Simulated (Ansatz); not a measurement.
# Debugging a many-body input for NaI (Fm-3m)

Aim: the G0W0 gap of NaI (Fm-3m). The first input has a fault.

Main program and level: Ansatz 0.2.0; G0W0 on PBE, plane waves, PAW.

**1. The starting structure**

The structure is cubic, space group Fm-3m (No. 225). Conventional cell: a = 6.473 Å, b = 6.473 Å, c = 6.473 Å, α = 90.00°, β = 90.00°, γ = 90.00°. Nearest to Na lie 6 I at 3.24 Å. Nearest to I lie 6 Na at 3.24 Å. Farther neighbours and most contacts between anions are not listed.

Structure file:

```cif
data_structure
_symmetry_space_group_name_H-M 'Fm-3m'
_symmetry_Int_Tables_number 225
_cell_length_a 6.4728
_cell_length_b 6.4728
_cell_length_c 6.4728
_cell_angle_alpha 90.000
_cell_angle_beta 90.000
_cell_angle_gamma 90.000
_cell_volume 271.19
loop_
_atom_site_label
_atom_site_type_symbol
_atom_site_symmetry_multiplicity
_atom_site_Wyckoff_symbol
_atom_site_fract_x
_atom_site_fract_y
_atom_site_fract_z
_atom_site_occupancy
Na1 Na 4 a 0.00000 0.00000 0.00000 1
I1 I 4 b 0.50000 0.00000 0.00000 1
```

The cell and positions come from the Crystallography Open Database and are kept as given unless a step says otherwise. Spin-orbit coupling is left out unless a step names it. The default PAW set here is soft_2. Its files were made with PBE.

**2. First try**

input.yaml reads:

```yaml
crystal:
  lattice:
    - [0.0, 3.2364, 3.2364]
    - [3.2364, 0.0, 3.2364]
    - [3.2364, 3.2364, 0.0]
  atoms:
    - { symbol: Na, position: [0.0, 0.0, 0.0] }
    - { symbol: I, position: [0.5, 0.5, 0.5] }
kpoints:
  mp_grid: { grid: [4, 4, 4] }
hamiltonian:
  xc: pbe
scf:
  occupations: { method: fixed }
gw:
  n_empty_bands: 71
  ecut_chi: 60
  qp_bands: [v2, c2]
  qp_kpoints: band_edges
  screening: { model: contour_deformation }
  q_mesh: [5, 5, 5]
```

On the command line:

```sh
$ ansatz run input.yaml --threads 3 --pin off --max-ram 92160MiB --backend cpu --events-out ev --progress --plain --runs-dir out
```

Numbers of over 12 decimals in the logs are rounded to 6 here.

The log of the run:

```text
Error: 3 input errors — fix all and re-run
  1. invalid value for `gw.q_mesh`: axis 0: q-mesh dimension 5 must divide 4, the k-mesh dimension that kpoints.mp_grid.grid gives — every k−q must land on a point of the k-mesh
  2. invalid value for `gw.q_mesh`: axis 1: q-mesh dimension 5 must divide 4, the k-mesh dimension that kpoints.mp_grid.grid gives — every k−q must land on a point of the k-mesh
  3. invalid value for `gw.q_mesh`: axis 2: q-mesh dimension 5 must divide 4, the k-mesh dimension that kpoints.mp_grid.grid gives — every k−q must land on a point of the k-mesh
```

It took 0.04 s on 3 threads of AMD EPYC 7R13 (Zen 3), shared host; peak memory 0.037 GiB.

**Diagnosis.**

The input was rejected at the start.

The program's message: “Error: 3 input errors — fix all and re-run”

The fault: q mesh that doesn't divide the k mesh. Each q must join two points of the k mesh.

**3. A better input**

G0W0 replaces the xc potential by the self-energy, built once from these orbitals. Only a window of levels is corrected, while the sums run over the empty bands that the input names.

input.yaml: that of step 2 with these lines changed.

```diff
@@ -20,2 +20 @@
   screening: { model: contour_deformation }
-  q_mesh: [5, 5, 5]
```

On the command line:

```sh
$ ansatz run input.yaml --threads 3 --pin off --max-ram 92160MiB --backend cuda --events-out ev --progress --plain --runs-dir out --devices 1 --max-vram 13GiB
```

The log of the run:

```text
GPUs: using 1 of 1 available (devices: 1).
[...]
device memory: the entry about to start is reckoned to put 1.0 GiB on a device that reports 33.4 GiB free (of which the cap on the GPU budget leaves the run 13.0 GiB)
GPU FFT provider: cuFFT
GPU libraries: cuBLAS 13.8.2, cuFFT 12.4.0, cuSOLVER 12.3.4
Crystal: 2 atoms, lattice volume = 67.798 Å³
Basis set: ecut = 420 eV, 1363 PW (Γ)
Bands: 17, of which v1, the nominal top of the filled ones, is band 13 counted from 1 (12 counted from 0)
Symmetry: 48 space group operations
[...]
k-points: 8 of 64
[...]
GPU buffer pool allocated for 32768 grid points (all kernels)
GPU transforms: local potential and band sums: pruned to the plane-wave sphere, on 30×32×32
[...]
SCF iter   1: F=—  HF=-9001.877174 eV  |F-HF|=—  |Δ(HF+E_count)|=         —  Δρ=6.27e-4  dr2=6.17e-4  ethr=1.77e-3  ⟨swp⟩=5.1  Hψ=604  notcnv=0  defer=12
[...]
0    12      3.0384   -17.5614     1.9457   -14.5415  0.7955     1.9476     1.9641  root
     0    13      3.0384   -17.5614     1.9457   -14.5415  0.7955     1.9476     1.9641  root
     0    14      6.6804    -5.2755    -3.1097    -9.0709  0.8337     7.3711     7.3661  root
     0    15     10.9971    -3.7357    -3.4018    -7.8644  0.8161    11.7319    11.7240  root
     1    12      2.8918   -17.3718     1.9757   -14.2929  0.7941     1.7708     1.7886  root
     1    13      2.8918   -17.3718     1.9757   -14.2929  0.7941     1.7708     1.7886  root
     1    14      7.9672    -5.3843    -3.1751    -9.2668  0.8275     8.6805     8.6746  root
     1    15     10.5540    -4.8221    -3.4580    -9.0453  0.8105    11.3287    11.3192  root
[...]
6    12      2.2948   -16.8329     2.1181   -13.4981  0.7884     1.0540     1.0781  root
     6    13      2.2948   -16.8329     2.1181   -13.4981  0.7884     1.0540     1.0781  root
     6    14      7.5352    -4.5127    -3.1155    -8.3657  0.8301     8.2789     8.2727  root
     6    15      8.6040    -3.3381    -3.0639    -6.9037  0.8290     9.1086     9.1057  root
[key lines of the parts left out:]
SCF converged after 8 iterations
Free energy (F): -9001.877046 eV
Fermi energy:    3.038382 eV
```

The job ended after 5.3 s (1 × NVIDIA H100 80GB HBM3 (shared by 6 runs) with 3 threads; peak memory 1.1 GiB).

Numbers from this step:

* bands summed: 84
* RPA ε∞ on this mesh (eigenvalues): 3.207, 3.207, 3.207
* plane waves in the screening matrix: 65
* q-points in the mesh: 64
* G0W0 gap on the mesh: 5.402 eV
* k of the valence top: 0, 0, 0
* k of the conduction bottom: 0, 0, 0
* starting gap on the mesh: 3.642 eV
* Z at the valence top: 0.7955
* Z at the conduction bottom: 0.8337
* least direct G0W0 gap on the computed points: 5.402 eV

The gap on the mesh goes from 3.64 eV to 5.40 eV, a correction of +1.76 eV. Between the two edge states, bare exchange in place of the xc potential would open the gap by 6.82 eV, and correlation takes back 5.06 eV.

**4. Results**

```
first try  : refused after 0.04 s
better run : G0W0 gap on the mesh 5.40 eV (4×4×4 mesh, 71 empty bands, screening to 60 eV)
```

In words: The second run differs in: q mesh. Bands and cutoff are finite, so the gap is not at the basis limit. The miss can reach some tenths of an eV and take either sign; the mesh is an error of its own. The many-body steps are scalar-relativistic: spin-orbit coupling is not in them.

[Paths, hosts, dates, memory and timing lines, banners, echoed tables and standing remarks are left out of the program output.]

[Logs are printed without paths, hosts, clocks, repeated set-up lines and the standing remarks that a program may print on its own settings, such as how far it seeks lower states.]

[Runs of the session that timed out or met a known fault of the program may be left out.]

[Cells called generated may have been cut or substituted from an entry of the Crystallography Open Database or the Materials Project.]

[Hosts, paths, dates, database ids (printed as entryN), source tags and the programs' standing remarks are cut or masked in the printed files.]
